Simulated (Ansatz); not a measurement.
Method: DFT PBE, scalar-relativistic, plane waves, PAW in Ansatz. Settings: cutoff 420 eV, Γ-centred meshes spaced at most about 0.3 Å⁻¹, and about 0.25 Å⁻¹ or finer for metals (2π included), Gaussian smearing. No spin polarisation in the final relaxations.

Temperature and zero-point effects are left out. All come from trial cells, and lower structures may exist.

Question: Order these relaxed structures of Si by energy, lowest first, with the energy over the lowest of them.
A.

```cif
data_structure
_symmetry_space_group_name_H-M 'C2'
_symmetry_Int_Tables_number 5
_cell_length_a 5.7958
_cell_length_b 9.5344
_cell_length_c 3.7588
_cell_angle_alpha 90.000
_cell_angle_beta 110.911
_cell_angle_gamma 90.000
_cell_volume 194.03
loop_
_atom_site_label
_atom_site_type_symbol
_atom_site_symmetry_multiplicity
_atom_site_Wyckoff_symbol
_atom_site_fract_x
_atom_site_fract_y
_atom_site_fract_z
_atom_site_occupancy
Si1 Si 4 c 0.63232 0.80866 0.81756 1
Si2 Si 2 a 0.50000 0.44385 0.00000 1
Si3 Si 2 b 0.50000 0.58973 0.50000 1
```

B.

```cif
data_structure
_symmetry_space_group_name_H-M 'I4_1/amd:1'
_symmetry_Int_Tables_number 141
_cell_length_a 6.8919
_cell_length_b 6.8919
_cell_length_c 4.3444
_cell_angle_alpha 90.000
_cell_angle_beta 90.000
_cell_angle_gamma 90.000
_cell_volume 206.35
loop_
_atom_site_label
_atom_site_type_symbol
_atom_site_symmetry_multiplicity
_atom_site_Wyckoff_symbol
_atom_site_fract_x
_atom_site_fract_y
_atom_site_fract_z
_atom_site_occupancy
Si1 Si 4 a 0.00000 0.00000 0.00000 1
Si2 Si 8 d 0.00000 0.75000 0.62500 1
```

C.

```cif
data_structure
_symmetry_space_group_name_H-M 'P6_122'
_symmetry_Int_Tables_number 178
_cell_length_a 5.4770
_cell_length_b 5.4770
_cell_length_c 5.1245
_cell_angle_alpha 90.000
_cell_angle_beta 90.000
_cell_angle_gamma 120.000
_cell_volume 133.13
loop_
_atom_site_label
_atom_site_type_symbol
_atom_site_symmetry_multiplicity
_atom_site_Wyckoff_symbol
_atom_site_fract_x
_atom_site_fract_y
_atom_site_fract_z
_atom_site_occupancy
Si1 Si 6 b 0.23255 0.46510 0.25000 1
```

D.

```cif
data_structure
_symmetry_space_group_name_H-M 'P6_3/mmc'
_symmetry_Int_Tables_number 194
_cell_length_a 7.8186
_cell_length_b 7.8186
_cell_length_c 7.8375
_cell_angle_alpha 90.000
_cell_angle_beta 90.000
_cell_angle_gamma 120.000
_cell_volume 414.92
loop_
_atom_site_label
_atom_site_type_symbol
_atom_site_symmetry_multiplicity
_atom_site_Wyckoff_symbol
_atom_site_fract_x
_atom_site_fract_y
_atom_site_fract_z
_atom_site_occupancy
Si1 Si 12 k 0.56514 0.13028 0.59864 1
```

Answer: C (0 meV/atom), B (349 meV/atom), A (362 meV/atom), D (489 meV/atom). Forms: C P6_122; B I4_1/amd; A C2; D P6_3/mmc. Counting all near atoms (those within 1.25 times the shortest such distance or 1.15 times the sum of covalent radii; a plus sign parts nearer from farther groups; a slash parts the counts of unlike sites): C has Si 4; B has Si 4/2+4; A has Si 4; D has Si 4.

The k mesh leaves some 4 meV/atom of noise in the energy of each metallic cell. With atoms moved at random, P6_122 and C2 came back. Other cells relaxed within their symmetry can be saddle points. The part of the Crystallography Open Database at hand lists Si in space groups No. 64, 74, 164, 191, 194 and others; sharing a group (P6_3/mmc) doesn't make a cell the listed structure. Some structure types and database cells were kept out of the candidates from the start, so a known form may be missing.
